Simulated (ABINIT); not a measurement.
## AlN: changing the share of exact exchange

The structure is cubic, space group F-43m (No. 216). Conventional cell: a = 4.368 Å, b = 4.368 Å, c = 4.368 Å, α = 90.00°, β = 90.00°, γ = 90.00°. Al (site symmetry -43m) has 4 N at 1.89 Å as nearest neighbours. N (site symmetry -43m) has 4 Al at 1.89 Å as nearest neighbours.

Measurements of this composition are mostly on another form, of space group No. 186.

Kept alike: task single point; functional PBE0; k mesh 6 × 6 × 6; occupations fermi-dirac, width 0.05 eV; no spin polarisation. Program: ABINIT, SPMS NC PBE v1.0, cutoff 952 eV. The mesh is that of the run's cell of 2 atoms. No spin-orbit coupling.

| run | band gap (eV) |
| --- | --- |
| A | 4.516 |
| B | 7.392 |
| C | 6.146 |
| D | 5.326 |
| E | 3.717 |

The k mesh is coarse, so the values aren't converged. A gap read on the mesh alone can miss an edge between its points. All rows use potentials made for PBE. The mesh is thin for exact exchange.

Problem. The runs differ in the share of exact exchange alone: 0.05; 0.15; 0.25; 0.35; 0.5. Which run is which?

Solution. Run A is 0.15; run B is 0.5; run C is 0.35; run D is 0.25; run E is 0.05. The band gap rises from 3.717 to 7.392 eV between 0.05 and 0.5. Exact exchange pulls filled levels down against empty ones, so the gap grows nearly in line with its share. The mean slope is +8.17 eV per unit of share.

The gap widens at every step in exchange share, and the slope steepens slightly towards the top of the range. Such near-linearity suggests that the orbitals change little and that the gap mainly follows the direct weight of the Fock term, with the small upward curvature probably coming from their self-consistent relaxation.

The size of the response fits a polar semiconductor whose upper valence band is mostly N 2p, while the lowest empty states are more spread out and have much Al character. Nonlocal exchange binds the compact, filled anion states more strongly than it does the empty ones.

In the solid, electronic screening weakens this exchange at long range, so a suitable share is tied roughly to the inverse of the electronic dielectric constant. The gap's steady rise therefore offers no internal sign of the best share, and a larger gap is not in itself a better one. The gaps alone also don't show whether the lowest transition is direct or indirect, or whether its character stays the same across the series.
